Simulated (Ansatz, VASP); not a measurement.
# One calculation of Be, two programs

File INCAR:

```
  ALGO = Normal
  EDIFF = 1E-7
  ENCUT = 520
  GGA = PE
  ISIF = 2
  ISMEAR = -1
  LASPH = T
  LCHARG = T
  LELF = T
  LREAL = F
  LVHAR = T
  LWAVE = F
  NBANDS = 9
  NELM = 100
  PREC = Accurate
  SIGMA = 0.1
```

KPOINTS

```
k-points
0
Gamma
  8 8 4
```

Contents of POSCAR:

```
Be
1.0
    2.2656737714      0.0000000000      0.0000000000
   -1.1328368857      1.9621310427      0.0000000000
    0.0000000000      0.0000000000      3.5587036811
Be
2
Direct
    0.3333333333      0.6666666667      0.2500000000
    0.6666666667      0.3333333333      0.7500000000
```

Input for Ansatz:

```yaml
crystal:
  lattice:
    - [2.2656737714, 0.0, 0.0]
    - [-1.1328368857, 1.9621310427, 0.0]
    - [0.0, 0.0, 3.5587036811]
  atoms:
    - { symbol: Be, position: [0.3333333333, 0.6666666667, 0.25] }
    - { symbol: Be, position: [0.6666666667, 0.3333333333, 0.75] }
hamiltonian:
  xc: pbe
  pseudopotentials:
    kind: paw
    azcp:
      Be: "pseudopotentials/Be.paw.azcp"
basis:
  ecutwfc: 420
  fft_grid_basis: typed
kpoints:
  mp_grid: { grid: [8, 8, 4], shift: [0, 0, 0] }
magnetization:
  spin_polarized: false
scf:
  occupations: { method: fermi_dirac, width: 0.1 }
  lower_state_search: "off"
output:
  stress: true
```

Alike in both runs: task single point; functional PBE; k mesh 8 × 8 × 4; occupations fermi-dirac, width 0.1 eV; no spin polarisation.

|  | VASP | Ansatz |
| --- | --- | --- |
| version | VASP 6.6.1 | Ansatz 0.2.0 |
| potentials or method | VASP PAW PBE potentials, release 64 (Be) | plane waves (420 eV) with PAW, scalar-relativistic |
| plane-wave cutoff (eV) | 520 | 420 |
| valence electrons in the cell | 4 | 4 |

|  | VASP | Ansatz | Ansatz less VASP |
| --- | --- | --- | --- |
| pressure (GPa) | 0.2 | 0.1 | -0.15 |
| largest component of the traceless stress (GPa) | 2.59 | 2.56 | -0.035 |

The functional is the same, so the differences come from potentials, cutoffs and numerics.

Caveats: the k mesh is coarse (spacing up to 0.44 Å⁻¹), so the values aren't converged.
